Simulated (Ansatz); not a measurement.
# CuO: the cost of one run

Program: Ansatz 0.2.0. Level of theory: DFT LDA+U (U = 6 eV, J = 0.5 eV on Cu d, around-mean-field double counting), plane waves, PAW. These are calculated values, not measurements.

## Step 1: The system as given

The structure is monoclinic, space group Cc (No. 9). Conventional cell: a = 4.689 Å, b = 3.427 Å, c = 5.132 Å, α = 90.00°, β = 99.65°, γ = 90.00°. Cu (site symmetry 1) is surrounded by 4 O at 1.91 to 2.02 Å. O (site symmetry 1) is surrounded by 4 Cu at 1.91 to 2.02 Å.

Structure file:

```cif
data_structure
_symmetry_space_group_name_H-M 'Cc'
_symmetry_Int_Tables_number 9
_cell_length_a 4.6893
_cell_length_b 3.4268
_cell_length_c 5.1321
_cell_angle_alpha 90.000
_cell_angle_beta 99.653
_cell_angle_gamma 90.000
_cell_volume 81.30
loop_
_atom_site_label
_atom_site_type_symbol
_atom_site_symmetry_multiplicity
_atom_site_Wyckoff_symbol
_atom_site_fract_x
_atom_site_fract_y
_atom_site_fract_z
_atom_site_occupancy
Cu1 Cu 4 a 0.75000 0.24680 0.00000 1
O1 O 4 a 0.51150 0.91710 0.74630 1
```

Magnetic order typed: antiferromagnetic, doubled cell 1/2 1/2 0.

An earlier series on this cell reached its lowest free state from «random orbitals: single harmonics, first filling», perhaps among other starts.

## Step 2: Random orbitals: single harmonics, second filling

Input file input.yaml:

```yaml
crystal:
  lattice:
    - [4.68929952, 0.0, 0.0]
    - [4.68929952, 3.42679964, 0.0]
    - [-0.86054991, 0.0, 5.05943948]
  atoms:
    - { symbol: Cu, position: [0.0032, 0.2468, 0.0], spin: 1.0 }
    - { symbol: Cu, position: [0.4968, 0.7532, 0.5], spin: 1.0 }
    - { symbol: O, position: [0.5714, 0.9171, 0.2537] }
    - { symbol: O, position: [0.4056, 0.0829, 0.7537] }
    - { symbol: Cu, position: [0.0032, 0.7468, 0.0], spin: -1.0 }
    - { symbol: Cu, position: [0.4968, 0.2532, 0.5], spin: -1.0 }
    - { symbol: O, position: [0.5714, 0.4171, 0.2537] }
    - { symbol: O, position: [0.4056, 0.5829, 0.7537] }
basis:
  ecutwfc: 420
  ecutrho_ratio: 4
kpoints:
  mp_grid: { grid: [7, 7, 4] }
hamiltonian:
  xc: lda
  hubbard:
    sites:
      - { site: 0, l: d, u: 6.0, j: 0.5, starting_ns: [{ spin: up, occupation_matrix: s0up }, { spin: down, occupation_matrix: s0down }] }
      - { site: 1, l: d, u: 6.0, j: 0.5, starting_ns: [{ spin: up, occupation_matrix: s1up }, { spin: down, occupation_matrix: s1down }] }
      - { site: 4, l: d, u: 6.0, j: 0.5, starting_ns: [{ spin: up, occupation_matrix: s4up }, { spin: down, occupation_matrix: s4down }] }
      - { site: 5, l: d, u: 6.0, j: 0.5, starting_ns: [{ spin: up, occupation_matrix: s5up }, { spin: down, occupation_matrix: s5down }] }
    double_counting: amf
    occupation_matrices:
      s0up:
        matrix:
          - [0.97, 0.0, 0.0, 0.0, 0.0]
          - [0.0, 0.97, 0.0, 0.0, 0.0]
          - [0.0, 0.0, 0.97, 0.0, 0.0]
          - [0.0, 0.0, 0.0, 0.97, 0.0]
          - [0.0, 0.0, 0.0, 0.0, 0.97]
      s0down:
        matrix:
          - [0.97, 0.0, 0.0, 0.0, 0.0]
          - [0.0, 0.97, 0.0, 0.0, 0.0]
          - [0.0, 0.0, 0.97, 0.0, 0.0]
          - [0.0, 0.0, 0.0, 0.02, 0.0]
          - [0.0, 0.0, 0.0, 0.0, 0.97]
      s1up:
        matrix:
          - [0.97, 0.0, 0.0, 0.0, 0.0]
          - [0.0, 0.97, 0.0, 0.0, 0.0]
          - [0.0, 0.0, 0.97, 0.0, 0.0]
          - [0.0, 0.0, 0.0, 0.97, 0.0]
          - [0.0, 0.0, 0.0, 0.0, 0.97]
      s1down:
        matrix:
          - [0.97, 0.0, 0.0, 0.0, 0.0]
          - [0.0, 0.97, 0.0, 0.0, 0.0]
          - [0.0, 0.0, 0.97, 0.0, 0.0]
          - [0.0, 0.0, 0.0, 0.02, 0.0]
          - [0.0, 0.0, 0.0, 0.0, 0.97]
      s4up:
        matrix:
          - [0.97, 0.0, 0.0, 0.0, 0.0]
          - [0.0, 0.97, 0.0, 0.0, 0.0]
          - [0.0, 0.0, 0.97, 0.0, 0.0]
          - [0.0, 0.0, 0.0, 0.02, 0.0]
          - [0.0, 0.0, 0.0, 0.0, 0.97]
      s4down:
        matrix:
          - [0.97, 0.0, 0.0, 0.0, 0.0]
          - [0.0, 0.97, 0.0, 0.0, 0.0]
          - [0.0, 0.0, 0.97, 0.0, 0.0]
          - [0.0, 0.0, 0.0, 0.97, 0.0]
          - [0.0, 0.0, 0.0, 0.0, 0.97]
      s5up:
        matrix:
          - [0.97, 0.0, 0.0, 0.0, 0.0]
          - [0.0, 0.97, 0.0, 0.0, 0.0]
          - [0.0, 0.0, 0.97, 0.0, 0.0]
          - [0.0, 0.0, 0.0, 0.02, 0.0]
          - [0.0, 0.0, 0.0, 0.0, 0.97]
      s5down:
        matrix:
          - [0.97, 0.0, 0.0, 0.0, 0.0]
          - [0.0, 0.97, 0.0, 0.0, 0.0]
          - [0.0, 0.0, 0.97, 0.0, 0.0]
          - [0.0, 0.0, 0.0, 0.97, 0.0]
          - [0.0, 0.0, 0.0, 0.0, 0.97]
    ns_hold: { iters: 5 }
scf:
  occupations: { method: gaussian, width: 0.05 }
  lower_state_search: "off"
  max_iter: 150
output:
  forces: true
  stress: true
  eigenvalues: true
  populations: true
  hubbard:
    sites:
      - { site: 0, l: d }
      - { site: 1, l: d }
      - { site: 4, l: d }
      - { site: 5, l: d }
magnetization:
  spin_polarized: true
```

The typed matrices put 0.97 on the chosen orbitals and 0.02 on the others, and are held for 5 cycles.

Launch:

```bash
$ ansatz run input.yaml --threads 4 --pin off --max-ram 6144MiB --backend cpu --events-out ev --progress --plain --runs-dir out
```

**Question.** How long does this run take on 4 threads of Arm Neoverse V1, shared host, and how much memory does it need?

About 33 s, with a peak of 0.74 GiB.
